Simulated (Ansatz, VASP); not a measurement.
Ge: VASP beside Ansatz

```
CELL_PARAMETERS angstrom
2.69501 0.00000 0.00000
0.00000 2.69501 0.00000
0.00000 0.00000 2.72028
ATOMIC_POSITIONS crystal
Ge 0.00000 0.00000 0.00000
```

Alike in both runs: functional PBE; k mesh 6 × 6 × 6; occupations gaussian, width 0.1 eV; no spin polarisation.

Ansatz relaxed the structure, and its values are those at the end. VASP's run is a single point on that final structure, the one shown.

|  | VASP | Ansatz |
| --- | --- | --- |
| version | VASP 6.6.1 | Ansatz 0.2.0 |
| potentials or method | VASP PAW PBE potentials, release 64 (Ge_d) | scalar-relativistic, plane waves, PAW |
| plane-wave cutoff (eV) | 520 | 420 |
| valence electrons in the cell | 14 | 14 |

```csv
,VASP,Ansatz,Ansatz less VASP
gap on the k mesh at the Fermi level (eV),none,none,-
pressure (GPa),1.1,0.3,-0.75
```

A gap of «none» marks a metal or a gap that the smearing closes.

Caveats: the k mesh is coarse (spacing up to 0.39 Å⁻¹), so the values aren't converged.
